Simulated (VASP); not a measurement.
Runs of VASP 6.6.1 on Zr. The typed cell holds 2 atoms: a = 3.232 Å, b = 3.232 Å, c = 5.147 Å, α = 90.00°, β = 90.00°, γ = 120.00°. 

```csv
level,potentials or basis,pressure (GPa),largest force (eV/Å)
LDA,"VASP PAW LDA potentials, release 64 (Zr_sv)",-5.9,0.14
AM05,"VASP PAW PBE potentials, release 64 (Zr_sv)",-3.0,0.15
PW91,"VASP PAW PBE potentials, release 64 (Zr_sv)",0.3,0.17
revPBE,"VASP PAW PBE potentials, release 64 (Zr_sv)",(a),0.17
SCAN,"VASP PAW PBE potentials, release 64 (Zr_sv)",(b),0.14
BLYP,"VASP PAW PBE potentials, release 64 (Zr_sv)",3.8,0.18
PBEsol,"VASP PAW PBE potentials, release 64 (Zr_sv)",-3.2,0.15
r2SCAN,"VASP PAW PBE potentials, release 64 (Zr_sv)",0.9,0.16
```

Alike in all rows: task band structure; no spin polarisation; cell atom 2 moved 0.06 Å; k mesh 9 × 9 × 5; cutoff (eV) 520; smearing fermi-dirac 0.05 eV.

Estimate the missing entries.

(a) 2.1; (b) 0.2.

Caveats: the PAW data sets were made with another functional, which shifts forces and pressure a little (some runs).

Runs at the PBE level aren't shown here.
